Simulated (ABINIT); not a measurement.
# Sn (Immm) in ABINIT: a series of runs, part 2 of 2

ABINIT 10.8.3 (patched build). The steps go on from the part before.

### 5 Single point, PBE

The input, run.abi:

```
# Pseudopotentials
pp_dirpath "./"
pseudos "50_Sn_14_2.5_3.0_pbe_n_v1.0.psp8"

# Structure
acell 3*1.0
rprim
    -3.2626858535     3.3552975514     4.4188259657
     3.2626858535    -3.3552975514     4.4188259657
     3.2626858535     3.3552975514    -4.4188259657
ntypat 1
znucl 50
natom 1
typat 1
xcart
     0.0000000000     0.0000000000     0.0000000000
chkprim 0
chksymtnons 0
tolsym 1.0e-6

# Plane-wave basis
ecut 22.0

# k points
kptopt 1
ngkpt 11 11 11
nshiftk 1
shiftk 0.0 0.0 0.0

# Exchange and correlation
ixc 11

# Bands and occupations
nband 11
occopt 3
tsmear 0.00183747

# SCF cycle
nstep 100
tolvrs 1.0e-10

# Output
iomode 3
prtwf 0
prteig 0
prtebands 0
enunit 2
prtden 1
prtvha 1
prtvclmb 1
prtpot 1
prtelf 1
```

Potentials or basis: SPMS NC PBE v1.0.

Command:

```console
> abinit run.abi > log 2>&1
```

run.abo:

```text
.Version 10.8.3 of ABINIT
 Symmetries : space group Im m m (# 71); Bravais oI (body-center ortho.)
================================================================================
 Values of the parameters that define the memory need of the present run
     intxc =       0    ionmov =       0      iscf =       7    lmnmax =       6
     lnmax =       6     mgfft =      30  mpssoang =       3    mqgrid =    3001
     natom =       1  nloc_mem =       1    nspden =       1   nspinor =       1
    nsppol =       1      nsym =       8    n1xccc =    2501    ntypat =       1
    occopt =       3   xclevel =       2
       mpw =         967          nfft =       27000          nkpt =         216
================================================================================
================================================================================

--------------------------------------------------------------------------------
------------- Echo of variables that govern the present computation ------------
--------------------------------------------------------------------------------
 -outvars: echo values of preprocessed input variables --------
            acell      1.0000000000E+00  1.0000000000E+00  1.0000000000E+00 Bohr
              amu      1.18710000E+02
          chkprim           0
      chksymtnons           0
             ecut      2.20000000E+01 Hartree
           enunit           2
                       outvar_i_n : Printing only first  50 k-points.
              ixc          11
                       outvar_i_n : Printing only first  50 k-points.
         kptrlatt       11    0    0      0   11    0      0    0   11
          kptrlen      7.08020394E+01
            natom           1
            nband          11
            ngfft          30      30      30
             nkpt         216
            nstep         100
             nsym           8
           ntypat           1
                       prtocc : prtvol=0, do not print more k-points.
           occopt           3
        prtebands           0
           prteig           0
           prtelf           1
           prtpot           1
         prtvclmb           1
           prtvha           1
            prtwf           0
            rprim     -3.2626858535E+00  3.3552975514E+00  4.4188259657E+00
                       3.2626858535E+00 -3.3552975514E+00  4.4188259657E+00
                       3.2626858535E+00  3.3552975514E+00 -4.4188259657E+00
          spgroup          71
[... 126 lines left out ...]
       0.000000000000      0.000000000000      0.000000000000
 rms dE/dt=  0.0000E+00; max dE/dt=  0.0000E+00; dE/dt below (all hartree)
    1       0.000000000000      0.000000000000      0.000000000000

 cartesian coordinates (angstrom) at end:
    1      0.00000000000000     0.00000000000000     0.00000000000000

 cartesian forces (hartree/bohr) at end:
    1     -0.00000000000000    -0.00000000000000    -0.00000000000000
 frms,max,avg= 0.0000000E+00 0.0000000E+00   0.000E+00  0.000E+00  0.000E+00 h/b

 cartesian forces (eV/Angstrom) at end:
    1     -0.00000000000000    -0.00000000000000    -0.00000000000000
 frms,max,avg= 0.0000000E+00 0.0000000E+00   0.000E+00  0.000E+00  0.000E+00 e/A
 length scales=  1.000000000000  1.000000000000  1.000000000000 bohr
              =  0.529177210544  0.529177210544  0.529177210544 angstroms
 Fermi (or HOMO) energy (hartree) =   0.23192   Average Vxc (hartree)=  -0.38798
 Eigenvalues (hartree) for nkpt= 216  k points:
 kpt#   1, nband= 11, wtk=  0.00075, kpt=  0.0000  0.0000  0.0000 (reduced coord)
  -0.56188   -0.56130   -0.56059   -0.55957   -0.55829   -0.16409    0.49007    0.49554
   0.51016    0.63060    0.64289
      occupation numbers for kpt#   1
   2.00000    2.00000    2.00000    2.00000    2.00000    2.00000    0.00000    0.00000
   0.00000    0.00000    0.00000
 prteigrs : prtvol=0 or 1, do not print more k-points.

 Fermi (or HOMO) energy (eV) =   6.31097   Average Vxc (eV)= -10.55761
 Eigenvalues (   eV  ) for nkpt= 216  k points:
 kpt#   1, nband= 11, wtk=  0.00075, kpt=  0.0000  0.0000  0.0000 (reduced coord)
 -15.28945  -15.27377  -15.25454  -15.22670  -15.19197   -4.46504   13.33561   13.48431
  13.88219   17.15948   17.49391
 prteigrs : prtvol=0 or 1, do not print more k-points.

--- !EnergyTerms
iteration_state     : {dtset: 1, }
comment             : Components of total free energy in Hartree
kinetic             :  3.34166651645487E+01
hartree             :  1.23068995330835E+01
xc                  : -1.77940969327254E+01
Ewald energy        : -4.89324109239566E+01
psp_core            :  2.73045078652827E+00
local_psp           : -4.01911062202041E+01
non_local_psp       : -1.21046902280149E+01
internal            : -7.05682888207405E+01
'-kT*entropy'       : -1.28300454346495E-04
total_energy        : -7.05684171211949E+01
total_energy_eV     : -1.92026445505233E+03
band_energy         : -5.32529738417722E+00
...

 Cartesian components of stress tensor (hartree/bohr^3)
  sigma(1 1)=  8.80099520E-06  sigma(3 2)=  0.00000000E+00
  sigma(2 2)=  6.70884166E-05  sigma(3 1)=  0.00000000E+00
  sigma(3 3)=  1.84043679E-05  sigma(2 1)=  0.00000000E+00

-Cartesian components of stress tensor (GPa)         [Pressure= -9.2474E-01 GPa]
- sigma(1 1)=  2.58934218E-01  sigma(3 2)=  0.00000000E+00
- sigma(2 2)=  1.97380936E+00  sigma(3 1)=  0.00000000E+00
- sigma(3 3)=  5.41475199E-01  sigma(2 1)=  0.00000000E+00

== END DATASET(S) ==============================================================
================================================================================

 -outvars: echo values of variables after computation  --------
            acell      1.0000000000E+00  1.0000000000E+00  1.0000000000E+00 Bohr
           etotal     -7.0568417121E+01
            fcart     -0.0000000000E+00 -0.0000000000E+00 -0.0000000000E+00
            rprim     -3.2626858535E+00  3.3552975514E+00  4.4188259657E+00
                       3.2626858535E+00 -3.3552975514E+00  4.4188259657E+00
                       3.2626858535E+00  3.3552975514E+00 -4.4188259657E+00
           strten      8.8009951958E-06  6.7088416649E-05  1.8404367921E-05
                       0.0000000000E+00  0.0000000000E+00  0.0000000000E+00
 Calculation completed.
```

Run time: 52 s. Hardware: 1 thread of Arm Neoverse V1, shared host; peak memory 0.08 GiB.

What came out:

| Item | Value |
| --- | --- |
| Free energy | -1920.2645 eV |
| Pressure | -0.9 GPa |
| Band gap on the k mesh | none (metal or under the smearing width) |
| Valence electrons inside the program's atomic spheres | Sn 10.48 (radii [1.0584] Å) |

Levels at points of the mesh, in eV from the Fermi level:
| k point | band 5 | band 6 | band 7 | band 8 | band 9 | band 10 |
| --- | --- | --- | --- | --- | --- | --- |
| (0.00, 0.00, 0.00) | -21.50 | -10.78 | 7.02 | 7.17 | 7.57 | 10.85 |

### 6 Overview

```csv
potentials or basis,cutoff (eV),gap on the mesh (eV),pressure (GPa)
PseudoDojo NC SR PBE v0.5 stringent,1388,none,-1.0
SG15 NC PBE v1.2,599,none,-1.1
Ansatz NC PBE,980,none,-1.0
SPMS NC PBE v1.0,599,none,-0.9
```

Alike in all rows: task single point; level PBE; no spin polarisation; cell as given; k mesh 11 × 11 × 11; smearing fermi-dirac 0.05 eV.

Absolute energies hang on the potentials; compare differences alone.
